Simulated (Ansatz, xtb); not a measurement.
Two conformers of C3H6O

Structure a: `CCC=O`, a singlet. Structure b: `CCC=O`, a singlet. Both are isolated molecules in the gas phase, relaxed with B3LYP-D3(BJ)/def2-SVP.

a (Å):

```json
{"atom": "C", "x (Å)": "-1.1713", "y (Å)": "0.6829", "z (Å)": "-0.5701"}
{"atom": "C", "x (Å)": "0.2120", "y (Å)": "0.1719", "z (Å)": "-0.9855"}
{"atom": "C", "x (Å)": "0.4445", "y (Å)": "-1.2634", "z (Å)": "-0.5756"}
{"atom": "O", "x (Å)": "0.8385", "y (Å)": "-2.1388", "z (Å)": "-1.3025"}
{"atom": "H", "x (Å)": "-1.2870", "y (Å)": "1.7487", "z (Å)": "-0.8171"}
{"atom": "H", "x (Å)": "-1.3303", "y (Å)": "0.5732", "z (Å)": "0.5153"}
{"atom": "H", "x (Å)": "-1.9724", "y (Å)": "0.1288", "z (Å)": "-1.0842"}
{"atom": "H", "x (Å)": "0.9930", "y (Å)": "0.7758", "z (Å)": "-0.4851"}
{"atom": "H", "x (Å)": "0.3768", "y (Å)": "0.2490", "z (Å)": "-2.0713"}
{"atom": "H", "x (Å)": "0.2160", "y (Å)": "-1.4757", "z (Å)": "0.5066"}
```

b (Å):

```
atom    x (Å)    y (Å)    z (Å)
   C  -1.2037  -0.2681  -0.8066
   C   0.3028  -0.4450  -0.9411
   C   0.7178  -1.3296  -2.0918
   O  -0.0447  -1.8656  -2.8557
   H  -1.7006  -1.2385  -0.6579
   H  -1.4514   0.3830   0.0449
   H  -1.6293   0.1763  -1.7188
   H   0.7534  -0.8758  -0.0261
   H   0.8240   0.5226  -1.0755
   H   1.8281  -1.4660  -2.2002
```

Energies in hartree; the thermal terms are from B3LYP-D3(BJ)/def2-SVP harmonic frequencies (ideal gas, rigid rotor, one conformer each, 298.15 K, 1 atm) and include the zero-point energy:

|  | a | b |
| --- | --- | --- |
| E, CCSD(T)/def2-TZVP | −192.813035 | −192.814702 |
| zero-point energy | 0.083964 | 0.084015 |
| H(298 K) − E | 0.089994 | 0.089924 |
| G(298 K) − E | 0.056310 | 0.056775 |

Task: Work out ΔE, ΔE₀, ΔH and ΔG for a → b in kJ/mol (1 Eh = 2625.50 kJ/mol) and the equilibrium ratio [b]/[a].

Result: 1. ΔE = −192.814702 − (−192.813035) = −0.001667 Eh = −4.38 kJ/mol.
2. ΔE₀ = ΔE + ΔZPE = −0.001667 + (+0.000051) Eh = −4.24 kJ/mol.
3. ΔH = ΔE + (−0.000070) Eh = −4.56 kJ/mol.
4. ΔG = ΔE + (+0.000465) Eh = −3.16 kJ/mol, so ΔS = (ΔH − ΔG)/T = −4.7 J/(mol K).
5. kT = 0.9442 mEh, so K = [b]/[a] = exp(−ΔG/kT) = exp(+1.27) ≈ 3.6.

The two are too close for this level to say which is favoured. An error of 4 kJ/mol in ΔG would change K by a factor of 5. Mirror images and further conformers aren't counted.

Other levels gave ΔE = −7.0 (B3LYP-D3(BJ)/def2-SVP); −3.4 (HF/def2-TZVP); −4.5 (MP2/def2-TZVP) kJ/mol. The correlated steps freeze 4 core orbitals. Programs: Ansatz 0.2.0.
